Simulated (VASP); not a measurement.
Here is a VASP 6.6.1 calculation.

INCAR

```
SYSTEM = Ta
PREC     = Accurate       ! precision mode
ENCUT    = 600            ! plane-wave cutoff, eV
EDIFF    = 1E-7           ! SCF threshold, eV
ISMEAR   = 1              ! smearing method
SIGMA    = 0.1            ! smearing width, eV
LREAL    = .FALSE.        ! projectors in reciprocal space
LASPH    = .TRUE.         ! aspherical terms in the spheres
NELM     = 80             ! most SCF steps
ALGO     = Normal         ! electronic algorithm
ISIF     = 3              ! what is computed and relaxed
LWAVE    = .FALSE.        ! write WAVECAR
LCHARG   = .FALSE.        ! write CHGCAR
GGA      = CA             ! functional
IBRION   = 2              ! ionic algorithm
NSW      = 90             ! ionic steps
EDIFFG   = -0.005         ! ionic threshold
PSTRESS  = 208.0
```

Contents of KPOINTS:

```
regular mesh
0
G
  16 16 16
  0 0 0
```

Contents of POSCAR:

```
Ta                                      
1.0
   -1.5839846228      1.5839846228      1.5839846228
    1.5839846228     -1.5839846228      1.5839846228
    1.5839846228      1.5839846228     -1.5839846228
  Ta            
     1
Direct
     0.0000000000000000    0.0000000000000000    0.0000000000000000
```

Potentials or basis: VASP PAW LDA potentials, release 64 (Ta_pv).

Command:

```console
$ cat potpaw_LDA.64/Ta_pv/POTCAR > POTCAR
$ mpirun -np 1 vasp_std > vasp.out
```

(1) Predict the band gap on the k mesh.

## Answers

(1) none (metal or under the smearing width).

Caveat: the relaxation stopped at its first step, so nothing moved; the cell is relaxed towards a set pressure, so the enthalpy falls and the energy may rise.
